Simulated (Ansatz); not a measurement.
Computed with Ansatz (plane waves, PAW, 420 eV cutoff): PBE, scalar-relativistic, no spin polarisation, 12×12×8 k-mesh, Gaussian smearing of 0.05 eV. The datasets are Ansatz's generated set soft_2.

A crystal of composition XC, relaxed at this level of theory, gives this pattern between 10° and 80°.

Cu Kα1 powder pattern (kinematic, no thermal factors).
2θ (°) (relative intensity): 30.98 (18), 34.28 (22), 35.52 (100), 46.88 (19), 55.12 (21), 62.20 (20), 64.58 (3), 66.53 (21), 67.31 (16), 72.23 (3), 75.20 (5)

**Question.** Which lattice and cell does the pattern come from?

**Answer.** Hexagonal, space group P6_3/mmc (No. 194), a = 3.330 Å, b = 3.330 Å, c = 5.227 Å, α = 90.00°, β = 90.00°, γ = 120.00°. The line positions fix the lattice at most, not the space group, and lines under 1 % of the strongest aren't listed; this is the group of the computed cell.

The calculation on XC, where X is one element, gave:

```yaml
Band_gap: zero (metallic)
Density_of_states_at_the_Fermi_level: 0.12 states/(eV·atom)
Bader_charges: X 1.85; C -1.85 e
f_electrons_orthogonalised_atomic_orbitals: X 13.99
Formation_energy_from_the_elements_0_K_uncorrected: -0.72 eV/atom
Bulk_modulus_Birch–Murnaghan: 231 GPa
Pressure_derivative_B0′: 4.1
```

Sites: X on 2c, C on 2a.

**Question.** Which element is X?
A. Ta
B. Yb
C. Hf
D. W

**Answer.** C. X is Hf, so the compound is HfC.

This is a trial structure made by placing the elements on a prototype's sites, so it needn't be the stable form.

Scalar-relativistic only: spin–orbit splittings of the heavy atoms' levels are missing.
